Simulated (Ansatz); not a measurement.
Input for Ansatz (plane-wave DFT, PAW):

```yaml
crystal:
  lattice:
    - [4.3233821191, 0.0, 0.0]
    - [0.0, 4.3233821191, 0.0]
    - [0.0, 0.0, 4.1991105293]
  atoms:
    - { symbol: Ba, position: [0.5, 0.5, 1.0117617338] }
    - { symbol: Hf, position: [0.0, 0.0, 0.5011982434] }
    - { symbol: O, position: [0.0, 0.5, 0.50325826] }
    - { symbol: O, position: [0.5, 0.0, 0.50325826] }
    - { symbol: O, position: [0.0, 0.0, 0.9705452929] }
basis:
  ecutwfc: 420
kpoints:
  mp_grid: { grid: [6, 6, 6] }
hamiltonian:
  xc: pbe
scf:
  occupations: { method: gaussian, width: 0.02 }
output:
  forces: true
  stress: true
  eigenvalues: true
```

It can be run as
```bash
ansatz run input.yaml --threads 1 --pin off --backend cpu --events-out ev --progress --plain --runs-dir out  # memory cap (--max-ram) not shown
```

Theory: Ansatz 0.2.0, DFT PBE, scalar-relativistic, plane waves, PAW.

Abridged output:

```
Pseudopotentials: kind: paw
Pseudopotential: Ba, paw, valence charge 10, recommended cutoff 420 eV (normal)
Pseudopotential: Hf, paw, valence charge 26, recommended cutoff 420 eV (normal)
Pseudopotential: O, paw, valence charge 6, recommended cutoff 420 eV (normal)
Functional definition: PBE
Crystal: 5 atoms, lattice volume = 78.488 Å³
Basis set: ecut = 420 eV, 1527 PW (Γ), exchange–correlation on 60×60×60 points (8 copies of the dense FFT grid, shifted against one another)
Bands: 33, of which v1, the nominal top of the filled ones, is band 27 counted from 1 (26 counted from 0)
Symmetry: 8 space group operations
Space group: P4mm (ITA 99), of the structure as read, at distance tolerance 4.3e-5 Å
k-points: 40 of 216 (time reversal used)
Initial density: superposition of atomic densities (neutral atoms: chi_scale 0, normalization atom), corrected by the library's trained network
Initial wavefunctions: pseudopotential atomic-orbital guess
Functional: x = pbe(κ = 0.804, μ = 0.21951497), c = pbe(β = 0.06672455)
SCF iter   1: F=—  HF=-23382.191019 eV  |F-HF|=—  |Δ(HF+E_count)|=         —  Δρ=8.57e-4  dr2=1.74e-4  ethr=1.77e-3  ⟨swp⟩=8.1  Hψ=6055  notcnv=0  defer=1
SCF iter   2: F=—  HF=-23382.192119 eV  |F-HF|=—  |Δ(HF+E_count)|=   1.10e-3  Δρ=6.75e-4  dr2=2.75e-4  ethr=3.23e-7  ⟨swp⟩=3.0  Hψ=3276  notcnv=0  defer=32
SCF iter   3: F=—  HF=-23382.192198 eV  |F-HF|=—  |Δ(HF+E_count)|=   7.96e-5  Δρ=2.54e-4  dr2=2.48e-5  ethr=3.23e-7  ⟨swp⟩=2.0  Hψ=2145  notcnv=0  defer=32
SCF iter   4: F=—  HF=-23382.192266 eV  |F-HF|=—  |Δ(HF+E_count)|=   6.81e-5  Δρ=1.26e-4  dr2=7.37e-6  ethr=4.59e-8  ⟨swp⟩=2.0  Hψ=2275  notcnv=0  defer=7
automatic band count: iteration 4 solves 32 bands in place of 33: the levels show a gap, and the empty bands left out lie too high to hold charge; the band table lists the bands solved (type scf.n_extra_bands for more)
SCF iter   5: F=—  HF=-23382.192278 eV  |F-HF|=—  |Δ(HF+E_count)|=   1.13e-5  Δρ=3.10e-5  dr2=7.56e-7  ethr=1.36e-8  ⟨swp⟩=2.0  Hψ=2140  notcnv=0  defer=7
SCF iter   6: F=—  HF=-23382.192277 eV  |F-HF|=—  |Δ(HF+E_count)|=   5.74e-7  Δρ=1.30e-5  dr2=1.57e-7  ethr=1.40e-9  ⟨swp⟩=2.0  Hψ=2328  notcnv=0  defer=7
SCF iter   7: F=-23382.192277 eV  HF=-23382.192277 eV  |F-HF|=4.35e-9  |Δ(HF+E_count)|=   1.13e-7  Δρ=3.82e-6  dr2=1.40e-8  ethr=1.85e-10  ⟨swp⟩=6.8  Hψ=5347  notcnv=0
SCF 1 converged in 7 iterations: F = -23382.192277 eV  dr2 = 1.40e-8
SCF converged after 7 iterations
Free energy (F): -23382.192277 eV
Harris-Foulkes:  -23382.192277 eV  (|F-HF|=4.35e-9)
Internal energy: -23382.192277 eV  (E = F + TS)
E sigma→0 (E₀):  -23382.192277 eV
Fermi energy:    12.206890 eV
--- Per-component energies (eV) ---
  E_band       = -111.020215
  E_kinetic    = 1110.621214
  E_local      = -8243.586056  (includes V_loc(G=0)·N_el)
  E_nonlocal   = -1042.815660
  E_hartree    = 3733.280201
  E_xc         = -690.103468
  E_vxc        = -685.002486  (∫ρ·V_xc dr)
  E_paw        = -12626.189219  (= ΣΔE_a)
  E_vpaw       = 1283.195490  (= ΣTr[D̂ρ^β])
  E_aug_tail   = 0.007297  (compensation charges beyond the density's cutoff)
  E_ewald      = -5623.406587
  E_smearing   =  0.000000  (= −TS)
--- Forces (eV/Å), atoms counted from 1 ---
  atom   1  Ba     0.00000000     0.00000000    -0.24881702
  atom   2  Hf     0.00000000     0.00000000    -0.49372023
  atom   3  O      0.00000000     0.00000000    -0.47431049
  atom   4  O      0.00000000     0.00000000    -0.47431049
  atom   5  O      0.00000000     0.00000000     1.69123604
--- Stress (GPa, compression-positive) ---
       -8.515916       0.000000       0.000000
        0.000000      -8.515916       0.000000
        0.000000       0.000000      -0.757991
  P = ⅓ Tr σ = -5.9299 GPa (-59.299 kbar)
--- Band table (eV; the first three rows and the last of 40) ---
  k-point 0: bands = ["-49.7722", "-18.5470", "-18.4783", "-18.4783", "-14.9035", "-6.0014", "-5.4934", "-5.3603", "-0.0669", "-0.0669", "-0.0017", "0.3489", "0.3489", "0.3552", "0.3572", "0.3637", "0.3637", "0.3654", "8.6952", "8.6952", "8.8704", "9.5568", "9.5568", "9.6972", "10.2579", "10.2579", "10.2747", "13.9227", "14.1490", "14.1490", "15.0475", "15.2551"]
  k-point 1: bands = ["-49.7721", "-18.5758", "-18.4774", "-18.4774", "-14.8900", "-5.9088", "-5.4530", "-5.3549", "-0.0461", "-0.0461", "0.0249", "0.3470", "0.3470", "0.3571", "0.3651", "0.3660", "0.3660", "0.3717", "8.3470", "8.6419", "8.6419", "9.3003", "9.3003", "9.5177", "9.7134", "10.1681", "10.1681", "14.0229", "14.7394", "14.7394", "15.4836", "15.6596"]
  k-point 2: bands = ["-49.7719", "-18.6324", "-18.4756", "-18.4756", "-14.8631", "-5.8809", "-5.3441", "-5.1899", "-0.0030", "-0.0030", "0.0797", "0.3422", "0.3422", "0.3567", "0.3644", "0.3705", "0.3705", "0.4155", "7.1432", "8.5201", "8.5201", "8.8807", "8.8807", "9.0904", "9.2018", "10.0343", "10.0343", "14.2548", "15.9576", "15.9576", "16.4396", "16.5049"]
  k-point 39: bands = ["-49.7713", "-18.6517", "-18.5483", "-18.5483", "-14.8058", "-5.0137", "-4.9232", "-4.9232", "-0.4531", "-0.3962", "-0.3962", "0.3564", "0.3716", "0.3716", "0.3749", "0.4265", "0.4265", "0.4547", "6.2237", "6.8915", "7.1684", "7.9301", "7.9301", "8.2367", "10.4684", "10.4910", "10.4910", "16.2015", "16.3266", "16.3266", "17.5621", "17.8885"]
```

Self-consistency was reached.

Spin–orbit coupling is left out, which can shift energies with elements as heavy as these.